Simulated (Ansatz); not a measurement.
# Mo: substituted relatives

An exercise on one series of results from a longer session: the logs are not shown, and one member is left open.

Computed with Ansatz 0.2.0 (DFT PBEsol, scalar-relativistic, plane waves, PAW, unless a step's input says otherwise).

2 further runs of the same task are left out: 2 set aside as unsound or not needed.

## The starting structure

The structure is cubic, space group Im-3m (No. 229). The conventional cell has a = 3.129 Å, b = 3.129 Å, c = 3.129 Å, α = 90.00°, β = 90.00°, γ = 90.00°. Around Mo (site symmetry m-3m) lie 8 Mo at 2.71 Å.

Structure file:

```cif
data_structure
_symmetry_space_group_name_H-M 'Im-3m'
_symmetry_Int_Tables_number 229
_cell_length_a 3.1293
_cell_length_b 3.1293
_cell_length_c 3.1293
_cell_angle_alpha 90.000
_cell_angle_beta 90.000
_cell_angle_gamma 90.000
_cell_volume 30.64
loop_
_atom_site_label
_atom_site_type_symbol
_atom_site_symmetry_multiplicity
_atom_site_Wyckoff_symbol
_atom_site_fract_x
_atom_site_fract_y
_atom_site_fract_z
_atom_site_occupancy
Mo1 Mo 2 a 0.00000 0.00000 0.00000 1
```

It goes back to an entry of the Materials Project.

This cell was relaxed beforehand with the same method: volume 15.32 Å³/atom, gap on the mesh none (metal).

The first run:

input.yaml reads:

```yaml
crystal:
  lattice:
    - [-1.6203678277, 1.6203678277, 1.6203678277]
    - [1.6203678277, -1.6203678277, 1.6203678277]
    - [1.6203678277, 1.6203678277, -1.6203678277]
  atoms:
    - { symbol: W, position: [0.0, 0.0, 0.0] }
basis:
  ecutwfc: 420
kpoints:
  mp_grid: { grid: [8, 8, 8] }
hamiltonian:
  xc: pbesol
scf:
  occupations: { method: gaussian, width: 0.1 }
output:
  forces: true
  stress: true
  eigenvalues: true
```

Command:

```bash
$ ansatz run input.yaml --threads 1 --pin off --max-ram 2560MiB --backend cpu --events-out ev --progress --plain --runs-dir out
```

Among the steps run: Quick check of gap, pressure and forces (W); Coarse relaxation (W); The relaxation (W); Probe: one point at the start (Re); Relaxing cell and atoms (Re); Probe: one point at the start (Cr); A loose first relaxation (Cr); Relaxing cell and atoms (Cr).

One of the session's tables, all rows but one given; the rest of the session is left out.

| swap | volume (Å³/atom) | a (Å) | b (Å) | c (Å) |
| --- | --- | --- | --- | --- |
| none | 15.32 | 2.710 | 2.710 | 2.710 |
| Mo → W | 15.69 | 2.732 | 2.732 | 2.732 |
| Mo → Re | ? | ? | ? | ? |
| Mo → Cr | 11.15 | 2.437 | 2.437 | 2.437 |

Estimate the missing values for Mo → Re.

The run gave: volume (Å³/atom): 14.68; a (Å): 2.672; b (Å): 2.672; c (Å): 2.672. In the column «volume (Å³/atom)» it lies between Mo → Cr (11.15) and none (15.32).

Lengths are those of the computed cell.

To keep in mind: Some runs ended without the moments they were started with. The runs treat Re, W without spin-orbit coupling. Warnings in the runs' records: seeded moment not kept, filled band counts differ across k points.
